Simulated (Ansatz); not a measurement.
What a change of settings does to a run on O

The cell comes from COD entry 1528336, which wasn't checked; take it as a given geometry. The listed cell was then made from it by scaling, straining or moving an atom.

First run: DFT, PBE, PAW with Ansatz's default frozen-core files, scalar-relativistic (Ansatz 0.2.0).

Command: `ansatz run input.yaml --threads 1 --pin off --max-ram 2048MiB --backend cpu --events-out ev --progress --plain --runs-dir out` The run took about 4.7 s on 1 thread of a shared machine.

```yaml
crystal:
  lattice:
    - [2.7544840398, -1.748126184, 0.0]
    - [2.7544840398, 1.748126184, 0.0]
    - [-2.0035289999, 0.0, 3.8214986623]
  atoms:
    - { symbol: O, position: [0.064, 0.064, 0.153] }
    - { symbol: O, position: [0.936, 0.936, 0.847] }
kpoints:
  mp_grid: { grid: [11, 11, 8] }
scf:
  occupations: { method: fermi_dirac, width: 0.01 }
hamiltonian:
  xc: pbe
  pseudopotentials: { kind: paw }
output:
  forces: true
  stress: true
  eigenvalues: true
  efg: { contact_densities: true }
```

Result: converged; pressure 3.40 GPa; largest force 3.518 eV/Å; no gap on the k mesh; 7 SCF iterations.

Solid oxygen carries moments on its molecules; these runs leave spin out.

A second input differs as follows:

```diff
@@ -1,7 +1,7 @@
 crystal:
   lattice:
-    - [2.7544840398, -1.748126184, 0.0]
-    - [2.7544840398, 1.748126184, 0.0]
-    - [-2.0035289999, 0.0, 3.8214986623]
+    - [5.20522038, -3.30347968, 0.0]
+    - [5.20522038, 3.30347968, 0.0]
+    - [-3.78612104, 0.0, 7.22158576]
   atoms:
     - { symbol: O, position: [0.064, 0.064, 0.153] }
@@ -11,4 +11,5 @@
 scf:
   occupations: { method: fermi_dirac, width: 0.01 }
+  max_iter: 50
 hamiltonian:
   xc: pbe
```

What is wrong with it, and what does the program do?

The fault is a lattice typed in bohr. The run converged; pressure -2.08 GPa; largest force 4.363 eV/Å; no gap on the k mesh; 9 SCF iterations. The numbers describe a strongly squeezed or stretched cell, not the crystal at ambient pressure. The log ends:
```
       -0.487829      -0.000000      -6.202894
  P = ⅓ Tr σ = -2.0811 GPa (-20.811 kbar)
--- PAW observables at the nuclei: V_zz in 10²¹ V/m², potentials from the cell's mean, atoms counted from 1 ---
  atom   1  O  V_zz =   +21.318490   η = 0.0014   by run symmetry: allowed
            electrostatic potential = -605.757990 V   contact ρ = 2168.802259 e/Å³
  atom   2  O  V_zz =   +21.318490   η = 0.0014   by run symmetry: allowed
            electrostatic potential = -605.757990 V   contact ρ = 2168.802259 e/Å³
--- Band table (eV; the first three rows and the last of 270) ---
  k-point 0: bands = ["-23.9386", "-23.0585", "-9.9014", "-8.7101", "-8.7090", "-8.0773", "-8.0763", "-7.4525", "-0.4145", "2.4364"]
  k-point 1: bands = ["-23.9386", "-23.0585", "-9.9010", "-8.7102", "-8.7090", "-8.0771", "-8.0762", "-7.4535", "-0.3672", "1.7969"]
  k-point 2: bands = ["-23.9385", "-23.0585", "-9.8998", "-8.7106", "-8.7090", "-8.0765", "-8.0760", "-7.4561", "-0.2262", "1.2249"]
  k-point 269: bands = ["-23.9384", "-23.0585", "-9.9003", "-8.7196", "-8.7134", "-8.0799", "-8.0791", "-7.4528", "1.1069", "1.1191"]
```
